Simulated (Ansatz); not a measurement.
**Equation of state of GdN**

Space group F-43m (No. 216). a = 5.337 Å, b = 5.337 Å, c = 5.337 Å, α = 90.00°, β = 90.00°, γ = 90.00°
```json
{"atom": "Gd", "site": "4a", "symmetry": "-43m", "x": "0.0000", "y": "0.0000", "z": "0.0000"}
{"atom": "N", "site": "4d", "symmetry": "-43m", "x": "0.2500", "y": "0.2500", "z": "0.7500"}
```

The runs use the primitive cell with vectors (0.000, 2.668, 2.668), (2.668, 0.000, 2.668), (2.668, 2.668, 0.000) Å, to which the k mesh refers.

The structure comes from a relaxation in the same program, started in the zincblende type, and has space group F-43m. Whether it is a known phase or the ground state wasn't checked.

Where the f shell is localised, expect the real compound to differ from this run without U.

Other magnetic orders may lie lower; this is the state that the run reached.

Spin–orbit coupling is left out, though it moves levels of the heavy atoms by tenths of an eV or more.

Levels of theory: DFT, PBE, all-electron LAPW, scalar-relativistic (Ansatz 0.2.0); DFT, PBE, PAW with Ansatz's default frozen-core files, scalar-relativistic (Ansatz 0.2.0).

For LAPW: a Γ-centred 12×12×12 k mesh, Fermi–Dirac smearing of 0.03 eV, basis error target 0.25 meV/atom, spin-polarised from start moments Gd1 7 μB. PAW takes a cutoff of 420 eV at this cell. The Ansatz runs share mesh, smearing and spin set-up. Plane-wave (PAW) pressures include the program's estimate of the Pulay term.

The cell above is scaled evenly, with fractional coordinates and shape held.

```json
{"V/V(cell)": "0.9600", "V (Å³/atom)": "18.241", "P, LAPW (GPa)": "?", "P, PAW (GPa)": "?", "moment, LAPW (μB)": "?", "gap on the k mesh, LAPW (eV)": "?"}
{"V/V(cell)": "0.9800", "V (Å³/atom)": "18.621", "P, LAPW (GPa)": "2.24", "P, PAW (GPa)": "2.23", "moment, LAPW (μB)": "7.00", "gap on the k mesh, LAPW (eV)": "1.18"}
{"V/V(cell)": "1.0000", "V (Å³/atom)": "19.001", "P, LAPW (GPa)": "0.04", "P, PAW (GPa)": "0.03", "moment, LAPW (μB)": "7.00", "gap on the k mesh, LAPW (eV)": "1.18"}
{"V/V(cell)": "1.0200", "V (Å³/atom)": "19.382", "P, LAPW (GPa)": "-1.96", "P, PAW (GPa)": "-1.98", "moment, LAPW (μB)": "7.00", "gap on the k mesh, LAPW (eV)": "1.16"}
{"V/V(cell)": "1.0400", "V (Å³/atom)": "19.762", "P, LAPW (GPa)": "-3.78", "P, PAW (GPa)": "-3.79", "moment, LAPW (μB)": "7.00", "gap on the k mesh, LAPW (eV)": "1.15"}
```

Task: Fill in the row V/V(cell) = 0.9600.

Result: P, LAPW (GPa) = 4.67, P, PAW (GPa) = 4.65, moment, LAPW (μB) = 7.00, gap on the k mesh, LAPW (eV) = 1.19.

Task: What do Birch–Murnaghan fits to the pressures give?

Result: LAPW: V0 = 19.01 Å³/atom, B0 = 105 GPa, B0′ = 3.8; PAW: V0 = 19.01 Å³/atom, B0 = 105 GPa, B0′ = 3.8.

PAW's V0 lies -0.01 % from the all-electron value and its B0 -0.1 %. Symmetry fixes shape and coordinates here, so this is the relaxed modulus.
